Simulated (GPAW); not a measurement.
# Au (Cmcm) in GPAW: equation of state

How stiff is Au in PBEsol, and what volume does it want? The cell is scaled to several volumes.

All numbers are computed with GPAW 26.7.0; they aren't measurements. Logs are shortened: lines on timing, memory, paths and dates and some standing lists are left out, and cuts for length are marked. The log counts tension as positive stress, the text compression.

### Step 1. Starting point

It takes space group Cmcm (No. 63, orthorhombic). Conventional cell: a = 2.823 Å, b = 5.112 Å, c = 4.893 Å, α = 90.00°, β = 90.00°, γ = 90.00°. Au (site symmetry m2m) has 12 Au at 2.82 to 2.97 Å as nearest neighbours.

This isn't the form of Au at room conditions, which is fcc.

### Step 2. Equation of state, PBEsol

Contents of run.py:

```python
from ase import Atoms
from ase.eos import EquationOfState
from ase.io import Trajectory
from ase.units import GPa
from gpaw import GPAW, PW, setup_paths

setup_paths.insert(0, '.')

atoms = Atoms(['Au', 'Au'],
              cell=[[1.411309965, -2.555933025, 0.0],
                    [1.411309965, 2.555933025, 0.0],
                    [0.0, 0.0, 4.89316961]],
              scaled_positions=[[0.33467203, 0.66532797, 0.25],
                                [0.66532797, 0.33467203, 0.75]],
              pbc=True)

traj = Trajectory('eos.traj', 'w')
volumes, energies = [], []
for x in [0.94, 0.96, 0.98, 1.0, 1.02, 1.04, 1.06]:
    a = atoms.copy()
    a.set_cell(atoms.cell * x**(1 / 3), scale_atoms=True)
    calc = GPAW(mode=PW(600),
                xc='PBEsol',
                kpts={'size': (11, 11, 6), 'gamma': True},
                occupations={'name': 'fermi-dirac', 'width': 0.05},
                nbands=23,
                convergence={'density': 1e-05, 'energy': 1e-05},
                maxiter=150,
                txt=f'eos-{x:.2f}.txt')
    a.calc = calc
    energies.append(a.get_potential_energy(force_consistent=True))
    volumes.append(a.get_volume())
    p = -a.get_stress()[:3].mean() / GPa
    calc.write(f'eos-{x:.2f}.gpw')
    traj.write(a)
    print(f'{x:.2f} {volumes[-1]:10.4f} A^3 {energies[-1]:14.6f} eV {p:9.3f} GPa', flush=True)

v0, e0, B = EquationOfState(volumes, energies, eos='birchmurnaghan').fit()
print(f'V0 = {v0:.4f} A^3, E0 = {e0:.6f} eV, B0 = {B / GPa:.2f} GPa')
```

Potentials or basis: PAW data sets generated in the run's folder for this functional, pw.

Command:

```
> gpaw-setup -f PBEsol Au
> OMP_NUM_THREADS=1 python run.py
```

Log:

```text
__  _  _
 | _ |_)|_||  |
 |__||  | ||/\| - 26.7.0

Input parameters:
  mode=PW(ecut=600.0),
  convergence={'density': 1e-05, 'energy': 1e-05},
  kpts=MonkhorstPack(size=(11, 11, 6), gamma=True),
  maxiter=150,
  nbands=23,
  occupations=Occupations(name='fermi-dirac', width=0.05),
  xc=XC(name='PBEsol')

Diagonalizing LCAO Hamiltonian
Converting LCAO to pw mode

       Au

        Au

Atoms  # Å, Bohr magnetons
|   | symbol |        x |         y |        z |    initial magnetic moments |
|---|--------|----------|-----------|----------|-----------------------------|
| 0 |     Au | 1.382500 |  0.827882 | 1.198320 | ( 0.0000,  0.0000,  0.0000) |
| 1 |     Au | 1.382500 | -0.827882 | 3.594961 | ( 0.0000,  0.0000,  0.0000) |

Unit cell  # Å
| periodic |        x |         y |        z |  lengths |     angles |
|----------|----------|-----------|----------|----------|------------|
|      yes | 1.382500 | -2.503756 | 0.000000 | 2.860088 |  90.000000 |
|      yes | 1.382500 |  2.503756 | 0.000000 | 2.860088 |  90.000000 |
|      yes | 0.000000 |  0.000000 | 4.793281 | 4.793281 | 122.187660 |

Number of symmetries: 4
Symmetry operations  # r_c * U_cc + t_c -> r_c
|   | kind |            matrix            |
|---|------|------------------------------|
| 0 |  E   |  1, 0, 0,  0, 1, 0,  0, 0, 1 |
| 1 |  C2  |  0, 1, 0,  1, 0, 0,  0, 0,-1 |
| 2 |  σ   |  0,-1, 0, -1, 0, 0,  0, 0, 1 |
| 3 |  i   | -1, 0, 0,  0,-1, 0,  0, 0,-1 |

BZ-sampling:
  Number of BZ points: 726
  Number of IBZ points: 204

  Monkhorst-Pack size: [11, 11, 6]
  Monkhorst-Pack shift: [0.0, 0.0, 0.08333333333333333]

K-points  # in reciprocal-cell coordinates
|     |                                coordinates |     weight |
|-----|--------------------------------------------|------------|
|   0 | (  0.00000000,   0.00000000,   0.00000000) | 0.00137741 |
|   1 | (  0.00000000,   0.00000000,   0.16666667) | 0.00275482 |
|   2 | (  0.00000000,   0.00000000,   0.33333333) | 0.00275482 |
|   3 | (  0.00000000,   0.00000000,   0.50000000) | 0.00137741 |
|   4 | (  0.09090909,  -0.09090909,  -0.33333333) | 0.00275482 |
|   5 | (  0.09090909,  -0.09090909,  -0.16666667) | 0.00275482 |
|   6 | (  0.09090909,  -0.09090909,   0.00000000) | 0.00275482 |
|   7 | (  0.09090909,  -0.09090909,   0.16666667) | 0.00275482 |
|   8 | (  0.09090909,  -0.09090909,   0.33333333) | 0.00275482 |
|   9 | (  0.09090909,  -0.09090909,   0.50000000) | 0.00275482 |
| ... |                                            |            |
| 203 | (  0.45454545,   0.45454545,   0.50000000) | 0.00275482 |

Plane wave coefficients: 1124
Cutoff: 600.0 eV

Spin-components: 1 (collinear spins)
Bands:           23
Projectors:      12
Spin-degeneracy: 2
Datatype:        complex128

Parallelization:
  kpt:    1
  domain: 1
  band:   1

Density:
  Valence electrons: 22.0
  Components: 1
  Grid points: [18 18 28]
  Charge: 0.0  # |e|

Potential:
  Grid points: [18 18 28]

species:
  Au:
    name:    Gold
    Z:       79.0
    valence: 11
    core:    68
    charge:  0.0  # [|e|]
    compensation charges:
      type: gauss
      rc: 0.42  # [Å]
      lmax: 2
    cutoffs:
      filter: 2.33  # [Å]
      core: 2.81  # [Å]
    projectors
    | kind |    occ | energy [eV] | rcut [Å] |
    |------|--------|-------------|----------|
    |   6s |  1.000 |      -5.766 |    1.323 |
    |   6p |  0.000 |      -0.708 |    1.323 |
    |   5d | 10.000 |      -6.915 |    1.323 |
    |    s |        |      21.446 |    1.323 |
    |    p |        |      26.504 |    1.323 |
    |    d |        |      20.296 |    1.323 |

    Using partial waves for Au as LCAO basis

Reference energy: -1032911.311445  # eV

eigensolver:
  PPCG
  Converge bands: occupied
  niter=2

density mixing:
  MSR1-Mixer
  Pratt-step length: 0.05
  Maximum mixing coefficient: 0.75
  Old densities: 10
  SVD Regularization: 0.005
  Good broyden scale: 1.0
  Trust region scale: 1.0
  Backstep threshold: 4.0
  History deletion threshold: 6.0
  Fourier metric: weight=20.0, sigma=0.015

occupation numbers:
  Fermi-Dirac:
    width: 0.0500  # eV

poisson solver:
  ecut: 4800.0  # eV

xc functional:
  name: PBEsol with 2 nearest neighbor stencil

convergence criteria:
- Maximum integral of absolute [dens]ity change: 1e-05 electrons / valence electron
- Maximum [total energy] change in last 3 cyles: 1e-05 eV / valence electron
- Maximum integral of absolute [eigenst]ate change: 4e-08 eV^2 / valence electron
maximum number of iterations: 150

SCF iterations
|iter     | |      energy | eigst |  dens |
|---------|-|-------------|-------|-------|
|iter:   1| |   -8.272611 | -0.30 |       |
|iter:   2| |   -8.136933 | -2.70 | -1.07 |
|iter:   3| |   -7.612256 | -1.97 | -1.12 |
|iter:   4| |   -7.606035 | -4.20 | -2.06 |
|iter:   5| |   -7.603899 | -4.19 | -2.36 |
|iter:   6| |   -7.603897 | -7.11 | -3.80 |
|iter:   7| |   -7.603897c| -7.42c| -4.15 |
|iter:   8| |   -7.603897c| -8.22c| -4.94 |
|iter:   9| |   -7.603897c| -8.86c| -5.37c|

Converged in 9 steps
Energy contributions relative to reference atoms: (reference = -1032911.311445)

Energy contributions:
  Kinetic:         -12.828923
  Coulomb:          10.672391
  Zero:              0.314173
  External:          0.000000
  Xc:               -5.757993
  Entropy:          -0.007091
  Spinorbit:         0.000000
  ----------------------------
  Free energy:      -7.607442
  Extrapolated:     -7.603897

dipole moment: (-0.000015, -0.000000, -0.000026)  # |e|*Ang

Fermi level: 10.186
Eigenvalues  # (at kpt = [0.000, 0.000, 0.000])
| band index |      eig [eV] | occ [0-2] |
|------------|---------------|-----------|
|          0 |         0.046 |     2.000 |
|        ... |               |           |
|          4 |         5.570 |     2.000 |
|          5 |         5.831 |     2.000 |
|          6 |         6.116 |     2.000 |
|          7 |         6.533 |     2.000 |
|          8 |         6.724 |     2.000 |
|          9 |         7.980 |     2.000 |
[... 8 lines left out ...]
|         18 |        32.397 |     0.000 |
|         19 |        32.402 |     0.000 |
|        ... |               |           |
|         22 |        33.879 |     0.000 |

No gap
No difference between direct/indirect transitions

Stress tensor  # eV/Ang^3
|         x |         y |         z |
|-----------|-----------|-----------|
| -0.081905 | -0.000000 |  0.000000 |
| -0.000000 | -0.041037 | -0.000000 |
|  0.000000 | -0.000000 | -0.037936 |

# Writing to eos-0.94.gpw (mode='')
```

It took 9.8 min on 1 thread of Arm Neoverse V2, shared host; peak memory 0.31 GiB.

What came out:

```
Equilibrium volume                        : 17.35 Å³/atom
Bulk modulus at fixed shape and positions : 170 GPa
Pressure derivative of the bulk modulus   : 5.9
```

Energy against volume, from the lowest point:
```tsv
volume (Å³/atom)	energy (meV/atom)
16.592	19.33
16.945	5.19
17.298	0.00
17.651	2.59
18.004	11.92
18.357	27.11
18.710	47.35
```

Caveat: with this Au data set, volumes or pressures lay over 1.5 % or 2 GPa off other programs in two to four cells of ten; the cell was scaled at fixed shape and fractional positions, which overstates the stiffness of a crystal with free parameters, most of all of layers and chains.
